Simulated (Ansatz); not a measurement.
# InSb (zincblende type): how the settings move a single-point run

Aim: see which settings change the result for InSb (zincblende type), by how much, and at what cost.

Computed with Ansatz 0.2.0 (reference: DFT, PBE, PAW with Ansatz's default frozen-core files, scalar-relativistic, unless a step's input says otherwise).

1 further run of the same task is left out (set aside as unsound or not needed).

## 1. The system as given

It takes space group I-4m2 (No. 119, tetragonal). The conventional cell has a = 4.625 Å, b = 4.625 Å, c = 6.837 Å, α = 90.00°, β = 90.00°, γ = 90.00°. In (site symmetry -4m2) is surrounded by 4 Sb at 2.88 Å. Sb (site symmetry -4m2) has 4 In at 2.88 Å as nearest neighbours.

As a file:

```cif
data_structure
_symmetry_space_group_name_H-M 'I-4m2'
_symmetry_Int_Tables_number 119
_cell_length_a 4.6246
_cell_length_b 4.6246
_cell_length_c 6.8366
_cell_angle_alpha 90.000
_cell_angle_beta 90.000
_cell_angle_gamma 90.000
_cell_volume 146.21
loop_
_atom_site_label
_atom_site_type_symbol
_atom_site_symmetry_multiplicity
_atom_site_Wyckoff_symbol
_atom_site_fract_x
_atom_site_fract_y
_atom_site_fract_z
_atom_site_occupancy
In1 In 2 a 0.00000 0.00000 0.00000 1
Sb1 Sb 2 d 0.50000 0.00000 0.25000 1
```

## 2. Baseline

Contents of input.yaml:

```yaml
crystal:
  lattice:
    - [0.0, 3.2700635347, 3.418314583]
    - [3.2700635347, 0.0, 3.418314583]
    - [3.2700635347, 3.2700635347, 0.0]
  atoms:
    - { symbol: In, position: [0.0, 0.0, 0.0] }
    - { symbol: Sb, position: [0.25, 0.25, 0.25] }
kpoints:
  mp_grid: { grid: [9, 9, 9] }
scf:
  occupations: { method: fermi_dirac, width: 0.05 }
hamiltonian:
  xc: pbe
  pseudopotentials: { kind: paw }
output:
  forces: true
  stress: true
  eigenvalues: true
  efg: { contact_densities: true }
```

On the command line:

```console
ansatz run input.yaml --threads 1 --pin off --max-ram 2048MiB --backend cpu --events-out ev --progress --plain --runs-dir out
```

## 3. Variant: eigensolver.kind davidson, basis.precision f64

input.yaml, as its differences from that of step 2:

```diff
@@ -12,2 +12,3 @@
   occupations: { method: fermi_dirac, width: 0.05 }
+  eigensolver: { kind: davidson }
 hamiltonian:
@@ -20 +21,3 @@
   efg: { contact_densities: true }
+basis:
+  precision: f64
```

What does the calculation give? Wanted: for each run, ending; energy change; pressure; gap; force.

**Answer**, as computed:

```tsv
run	ending	energy change	pressure (GPa)	gap (eV)	force (eV/Å)	cycles	time
reference	converged	0	-0.1	0.00	0.00	7	13 s
1: eigensolver.kind davidson, basis.precision f64	converged	0.0 meV/atom	-0.1	0.00	0.00	6	17 s
```

Residual by cycle in the longest SCF loop of each run; runs are numbered as in the table. The quantity is the density residual dr2, in eV.

```tsv
cycle	reference	run 1
1	0.00437	0.00479
2	4.9e-4	3.3e-4
3	5.6e-5	5.9e-5
4	4.7e-6	1.1e-5
5	6.2e-7	4.9e-7
6	1.1e-7	2.2e-8
7	2.3e-9	-
```

The changed solver and arithmetic precision doesn't alter the result here (within 0.5 meV/atom). Cost: 6 SCF cycles against 7. Semilocal functionals close small gaps, so the missing gap need not be the real solid's.
